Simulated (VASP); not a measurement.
**CdSe (P6_3mc): a series in a change of volume**

Strain engineering needs slopes: what does a change of volume do to the lattice and the band edges of CdSe?

Method: LDA; plane waves and PAW (Cd, Se), in the first sound run; inputs show where later runs differ, in VASP 6.6.1.

Most raw output is cut from this account.

**1. Set-up**

The structure is hexagonal, space group P6_3mc (No. 186). Conventional cell: a = 4.300 Å, b = 4.300 Å, c = 7.010 Å, α = 90.00°, β = 90.00°, γ = 120.00°. Cd has 4 Se at 2.63 to 2.64 Å nearest. Se has 4 Cd at 2.63 to 2.64 Å nearest. Farther neighbours and most contacts between anions are not listed.

Coordinates:

```
Cd Se
1.0
     4.30000    0.00000    0.00000
    -2.15000    3.72391    0.00000
     0.00000    0.00000    7.01000
Cd Se
2 2
Direct
  0.33333 0.66667 0.00000
  0.66667 0.33333 0.50000
  0.33333 0.66667 0.37700
  0.66667 0.33333 0.87700
```

**2. Relax the crystal, LDA**

The series starts from the cell that this level prefers, so that zero strain is near zero stress.

This step took 2 runs in a row; the last is shown.

Level: LDA; plane waves and PAW (Cd, Se).

Contents of INCAR:

```
SYSTEM = CdSe
PREC = Accurate
ENCUT = 450
EDIFF = 1E-07
NELM = 120
ISMEAR = 0
SIGMA = 0.02
LREAL = .FALSE.
ALGO = Normal
GGA = CA
NBANDS = 24
LASPH = .TRUE.
LORBIT = 11
LWAVE = .FALSE.
LCHARG = .FALSE.
KPAR = 16
IBRION = 2
NSW = 40
ISIF = 3
EDIFFG = -0.005
POTIM = 0.4
```

Contents of POSCAR:

```
CdSe
1.0
    4.2577089748      0.0000000000      0.0000000000
   -2.1288544874      3.6872841339      0.0000000000
    0.0000000000      0.0000000000      6.9557135363
Cd Se
2 2
Direct
    0.3333333333      0.6666666667      0.0008133064
    0.6666666667      0.3333333333      0.5008133064
    0.3333333333      0.6666666667      0.3761866936
    0.6666666667      0.3333333333      0.8761866936
```

Contents of KPOINTS:

```
Automatic mesh
0
Gamma
8 8 5
0 0 0
```

The projector-augmented-wave data sets are Cd and Se (LDA family, release 64).

The run is started by

```sh
$ mpirun -np 16 vasp_std
```

Wall time 6.8 s (16 MPI ranks of Intel Xeon 6975P-C (Granite Rapids), shared host); peak memory 3.6 GiB; 85 s of CPU time.

This run gave:

```
energy(sigma→0) of the program : -13.5179 eV
stress, compression positive   : xx, yy, zz 0.01, 0.01, 0.01 GPa
volume                         : 109.103 Å³
ionic steps                    : 2
```

**3. Relax at fixed volume, LDA**

One member in full: the volume is scaled by 1.06, and shape and atoms relax at that volume.

Level: LDA; plane waves and PAW (Cd, Se).

INCAR, as its differences from that of step 2:

```diff
@@ -15,7 +15,7 @@
 LCHARG = .FALSE.
-KPAR = 16
+KPAR = 4
 IBRION = 2
 NSW = 40
-ISIF = 3
-EDIFFG = -0.005
+ISIF = 4
+EDIFFG = -0.004
 POTIM = 0.4
```

Contents of POSCAR:

```
CdSe
1.0
    4.3397067123      0.0000000000      0.0000000000
   -2.1698533562      3.7582962576      0.0000000000
    0.0000000000      0.0000000000      7.0907574390
Cd Se
2 2
Direct
    0.3333333333      0.6666666667      0.0008102484
    0.6666666667      0.3333333333      0.5008102484
    0.3333333333      0.6666666667      0.3761897516
    0.6666666667      0.3333333333      0.8761897516
```

KPOINTS is that of step 2.

The run is started by

```sh
$ mpirun -np 4 vasp_std
```

It took 19 s on 4 MPI ranks; peak memory 0.82 GiB; 68 s of CPU time.

Numbers from this step:

* energy(sigma→0) of the program: -13.4601 eV
* stress, compression positive: xx, yy, zz -2.94, -2.94, -2.95 GPa
* ionic steps: 4

**4. Band edges, TB-mBJ with spin-orbit coupling**

Short lines in KPOINTS_OPT sample the zone centre, for masses, and the other valleys.

Level: TB-mBJ, spin-orbit coupling; plane waves and PAW (Cd, Se).

TB-mBJ has no energy functional, so the total energy, stress and pressure in this output mean nothing.

Contents of INCAR:

```
SYSTEM = CdSe
PREC = Accurate
ENCUT = 450
EDIFF = 1E-06
NELM = 150
ISMEAR = 0
SIGMA = 0.02
LREAL = .FALSE.
ALGO = Normal
METAGGA = MBJ
LASPH = .TRUE.
LNONCOLLINEAR = .TRUE.
MAGMOM = 0 0 0 0 0 0 0 0 0 0 0 0
NBANDS = 46
GGA_COMPAT = .FALSE.
LSORBIT = .TRUE.
LWAVE = .FALSE.
LCHARG = .FALSE.
KPAR = 4
```

Contents of POSCAR:

```
CdSe
1.0
    4.3405616792      0.0000000000      0.0000000000
   -2.1702808396      3.7590366807      0.0000000000
    0.0000000000      0.0000000000      7.0879643599
Cd Se
2 2
Direct
    0.3333333333      0.6666666667      0.0006503464
    0.6666666667      0.3333333333      0.5006503464
    0.3333333333      0.6666666667      0.3763496536
    0.6666666667      0.3333333333      0.8763496536
```

Contents of KPOINTS:

```
Automatic mesh
0
Gamma
7 7 4
0 0 0
```

Contents of KPOINTS_OPT:

```
Line mode
6
Line-mode
Reciprocal
  0.00000000   0.00000000   0.00000000
  0.00000000   0.00000000   0.05640423

  0.00000000   0.00000000   0.00000000
 -0.03454109   0.01727055   0.00000000

  0.50000000   0.00000000   0.00000000
  0.50000000   0.00000000   0.50000000

  0.33333333   0.33333333   0.00000000
  0.33333333   0.33333333   0.50000000
```

The run is started by

```sh
$ mpirun -np 4 vasp_ncl
```

Elapsed: 3.5 min, on 4 MPI ranks; peak memory 2.5 GiB; 14 min of CPU time.

**5. Band edges, r2SCAN**

Level: r2SCAN; plane waves and PAW (Cd, Se).

Contents of INCAR:

```
SYSTEM = CdSe
PREC = Accurate
ENCUT = 450
EDIFF = 1E-06
NELM = 100
ISMEAR = 0
SIGMA = 0.02
LREAL = .FALSE.
ALGO = Normal
METAGGA = R2SCAN
LASPH = .TRUE.
NBANDS = 23
LWAVE = .FALSE.
LCHARG = .FALSE.
KPAR = 4
```

POSCAR is that of step 4.

KPOINTS is that of step 4.

KPOINTS_OPT is that of step 4.

The run is started by

```sh
$ mpirun -np 4 vasp_std
```

Wall time 35 s (4 MPI ranks); peak memory 1 GiB; 2.3 min of CPU time.

Read from the output:

- energy(sigma→0) of the program: -1041.7356 eV
- stress, compression positive: xx, yy, zz -0.07, -0.07, -0.14 GPa

The run ends at a pressure of -0.09 GPa, with forces up to 0.0028 eV/Å.

**6. All members**

Runs beyond LDA use the data sets made with LDA; this shifts their levels slightly, and their total energies have another zero (at TB-mBJ, which has no energy functional, they mean nothing).

The other members went through these steps as far as the tables show, with the same cutoff and, step by step, the same mesh; 25 runs are not shown. The session took 3.6 core hours (wall time by ranks) on a shared machine.

```csv
volume over the relaxed volume,volume (Å³/atom),pressure (GPa),energy above the unstrained row (meV/atom),"gap on the mesh, LDA (eV)"
0.940,25.639,4.165,21.574,0.612
0.960,26.185,2.619,9.582,0.568
0.980,26.730,1.243,2.562,0.526
0.990,27.003,0.604,0.760,0.504
1,27.276,0.007,0.000,0.482
1.010,27.549,-0.557,0.222,0.461
1.020,27.821,-1.089,1.394,0.439
1.040,28.367,-2.069,6.334,0.398
1.060,28.912,-2.942,14.444,0.358
```

A cubic of the pressure in ln(V/V₀) through all rows has the slope −B at V₀: B = 58 GPa, and its curvature gives B′ = 4.7.

Band edges at TB-mBJ with spin-orbit coupling, counted from the valence-band top at Γ, spin-orbit pairs averaged, with one row partly withheld:

```csv
volume over the relaxed volume,gap (eV),conduction band at Γ (eV),lowest conduction level on M–L (eV),second valence level below the top (eV),third valence level below the top (eV)
0.940,2.095,2.095,3.681,0.038,0.361
0.960,2.055,2.055,3.689,0.035,0.359
0.980,2.018,2.018,3.698,0.030,0.356
0.990,1.998,1.998,3.699,0.029,0.355
1,1.978,1.978,3.699,0.028,0.355
1.010,?,?,3.698,0.027,0.354
1.020,1.939,1.939,3.697,0.027,0.355
1.040,1.895,1.895,3.688,0.026,0.354
1.060,1.858,1.858,3.682,0.023,0.353
```

Conduction masses, in electron masses:

```csv
volume over the relaxed volume,"conduction mass at Γ, along the strain axis or the normal of the plane","conduction mass at Γ, across the strain axis or in the plane"
0.940,0.160,0.180
0.960,0.161,0.180
0.980,0.162,0.180
0.990,0.161,0.179
1,0.160,0.178
1.010,0.161,0.178
1.020,0.160,0.178
1.040,0.161,0.178
1.060,0.161,0.177
```

Band edges at r2SCAN, counted from the valence-band top at Γ:

```csv
volume over the relaxed volume,gap (eV),conduction band at Γ (eV),lowest conduction level on M–L (eV),second valence level below the top (eV),third valence level below the top (eV)
0.940,1.367,1.367,3.158,0.000,0.079
0.960,1.319,1.319,3.163,0.000,0.072
0.980,1.273,1.274,3.166,0.000,0.063
0.990,1.249,1.249,3.164,0.000,0.061
1,1.225,1.225,3.161,0.000,0.059
1.010,1.202,1.202,3.158,0.000,0.058
1.020,1.178,1.178,3.154,0.000,0.056
1.040,1.131,1.131,3.144,0.000,0.053
1.060,1.087,1.087,3.135,0.000,0.048
```

Conduction masses, in electron masses:

```csv
volume over the relaxed volume,"conduction mass at Γ, along the strain axis or the normal of the plane","conduction mass at Γ, across the strain axis or in the plane"
0.940,0.102,0.112
0.960,0.101,0.110
0.980,0.100,0.108
0.990,0.098,0.106
1,0.097,0.105
1.010,0.097,0.104
1.020,0.096,0.103
1.040,0.094,0.101
1.060,0.092,0.099
```

**7. Working out the slope**

The quantity to fit is the conduction level at Γ above the mean of the three top valence levels at TB-mBJ with spin-orbit coupling: 2.228, 2.186, 2.146, 2.126, 2.106, 2.066, 2.022, 1.983 eV in the rows shown.

Fitting a parabola to the 8 known rows (u: logarithm of the volume ratio) gives E = − 1.225 u² − 2.039 u + 2.106 in eV; the residuals are 8.9e-4 eV r.m.s.

At u = 0.009950 this predicts 2.0853 eV.

**8. Checking the prediction**

The calculation gives 2.0859 eV, so the prediction is 0.0006 eV too low, within twice the residual of the fit.

**9. Results**

```yaml
bulk_modulus: 58 GPa
gap_of_the_unstrained_cell_tb_mbj_with_spin_orbit_coupling: 1.98 eV
gap_of_the_unstrained_cell_r2scan: 1.23 eV
de_d_ln_v_of_the_conduction_level_at_gamma_above_the_mean_of_the_three_top_valence_levels_tb_mbj_with_spin_orbit_coupling: -2.04 eV
error_of_the_predicted_row: -0.6 meV
```

The slope of the energy gives 0.15 GPa at the relaxed volume where the pressure column has 0.01 GPa, a mark of the finite basis. At TB-mBJ with spin-orbit coupling the lowest conduction valley is Γ throughout, and the gap runs between 1.86 and 2.09 eV. At r2SCAN the lowest conduction valley is Γ throughout, and the gap runs between 1.09 and 1.37 eV. Hole masses are left out throughout, since the top bands are degenerate or cross in many series; of conduction masses, those of the Γ, L and (for Si and Ge under (001) strain) Δ valleys are kept where they change by under an eighth between rows. TB-mBJ is a potential fitted for gaps; it has no energy functional, so its total energies and forces mean nothing, and its bands tend to come out too narrow. r2SCAN opens gaps somewhat over GGA but leaves them below measured values as a rule. Spin-orbit coupling is left out at r2SCAN, so the valence splittings there lack it. Temperature, zero-point motion and excitons are left out.

[Lines on the potential files, build, host, timing and source positions are cut from VASP's logs without a mark.]

[Logs are printed without paths, hosts, clocks, repeated set-up lines and the standing remarks that a program may print on its own settings, such as how far it seeks lower states.]

[Hosts, paths, dates, database ids (printed as entryN), source tags and the programs' standing remarks are cut or masked in the printed files.]

[In band tables of VASP the shares of atoms and orbitals are scaled to a sum of 1 inside the atoms' spheres.]
